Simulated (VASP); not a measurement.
Wanted: the native input for a VASP 6.6.1 run.

| Quantity | Value |
| --- | --- |
| Task | single point |
| Functional | PBE |
| Dispersion | D3(BJ) |
| Potentials or basis | VASP PAW PBE potentials, release 64 (Mo_sv) |
| Cutoff | 520 eV |
| k mesh | 18 × 18 × 18 |
| Occupations | gaussian, width 0.1 eV |
| Spin | no spin polarisation |
| Further INCAR settings | ALGO = Normal; EDIFF = 1e-07 |

The structure of Mo lies in POSCAR:

```
Mo                                      
1.0
   -1.6118233751      1.6118233751      1.6118233751
    1.6118233751     -1.6118233751      1.6118233751
    1.6118233751      1.6118233751     -1.6118233751
  Mo            
     1
Direct
     0.0000000000000000    0.0000000000000000    0.0000000000000000
```

The cell isn't the ideal one: a relaxed cell with its volume scaled by 1.09.

One way to write it, as run:

INCAR

```
SYSTEM = Mo
ALGO     = Normal         ! electronic algorithm
EDIFF    = 1E-7           ! SCF threshold, eV
ENCUT    = 520            ! plane-wave cutoff, eV
GGA      = PE             ! functional
ISIF     = 2              ! what is computed and relaxed
ISMEAR   = 0              ! smearing method
IVDW     = 12             ! dispersion correction
LASPH    = .True.         ! aspherical terms in the spheres
LCHARG   = .False.        ! write CHGCAR
LREAL    = .False.        ! projectors in reciprocal space
LWAVE    = .False.        ! write WAVECAR
NELM     = 100            ! most SCF steps
PREC     = Accurate       ! precision mode
SIGMA    = 0.1            ! smearing width, eV
```

KPOINTS

```
k-points
0
Gamma
  18 18 18
  0 0 0
```

Potentials or basis: VASP PAW PBE potentials, release 64 (Mo_sv).

Run with:

```bash
$ cat potpaw_PBE.64/Mo_sv/POTCAR > POTCAR
$ mpirun -np 1 vasp_std > vasp.out
```

It gave:

```
Pressure                   : -19.8 GPa
Band gap on the k mesh     : none (metal or under the smearing width)
Dispersion energy per atom : -0.664 eV
```

Caveat: so large a pressure means that the cell lies far from this level's equilibrium, or that cutoff or potentials fall short; pairwise dispersion overbinds metals, which lowers pressure and volume.

Wall time 29 s on 1 thread of AMD EPYC 7R13 Processor (Zen 3), with other jobs on the host, peak memory 0.14 GiB.
